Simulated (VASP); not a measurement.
A run of VASP 6.6.1 is set up as follows.

POSCAR

```
BaS
1.0
    0.0000000000      3.1937500000      3.1937500000
    3.1937500000      0.0000000000      3.1937500000
    3.1937500000      3.1937500000      0.0000000000
Ba S
1 1
Direct
    0.0000000000      0.0000000000      0.0000000000
    0.5000000000      0.5000000000      0.5000000000
```

Contents of INCAR.step1:

```
SYSTEM = BaS
ALGO = Normal ; EDIFF = 1E-4
ENCUT = 520 ; GGA = PE
ISMEAR = -1 ; LASPH = .True.
LCHARG = .False. ; LREAL = .False.
LWAVE = .True. ; NBANDS = 15
NELM = 80 ; PREC = Accurate
SIGMA = 0.02
```

Contents of INCAR.step2:

```
SYSTEM = BaS
ALGO = Normal ; EDIFF = 1E-8
ENCUT = 520 ; ISIF = 2
ISMEAR = -1 ; ISTART = 1
LASPH = .True. ; LCHARG = .False.
LEFG = .True. ; LMIXTAU = .True.
LREAL = .False. ; LWAVE = .False.
METAGGA = R2SCAN ; NBANDS = 15
NELM = 80 ; PREC = Accurate
SIGMA = 0.02
```

Contents of KPOINTS:

```
k-points
0
Gamma
  8 8 8
  0 0 0
```

Potentials or basis: VASP PAW PBE potentials, release 64 (Ba_sv, S).

Run with:

```console
$ cat potpaw_PBE.64/Ba_sv/POTCAR potpaw_PBE.64/S/POTCAR > POTCAR
$ cp INCAR.step1 INCAR
$ mpirun -np 1 vasp_std > vasp.out
$ cp INCAR.step2 INCAR
$ mpirun -np 1 vasp_std > vasp.out
```

(1) What does it give for the band gap on the k mesh?

(2) Predict the pressure.

Results:

(1) 2.46 eV, indirect (least direct gap 2.60 eV).

(2) 1.4 GPa.

Caveat: without QUAD_EFG the Cq values of the log hold for a quadrupole moment of 1 mb, not for the nuclei; the PAW data sets were made with another functional, which shifts forces and pressure a little; spin-orbit coupling is left out, which moves the levels of the heavy elements.

**The experiment to reproduce.**

A printed reference work, monograph, original work of 1988 reports, for a bulk crystal of BaS at 2 K: band gap 3.806 eV (indirect).

Measured gap of BaS: 3.806 eV (indirect; 2 K; a printed reference work, monograph, original work of 1988). This calculation gives 2.46 eV (-1.34 eV). Spin-orbit coupling on Ba is left out. The value is that of r2SCAN on a finite k mesh, which can miss the band edges, without temperature or zero-point motion.
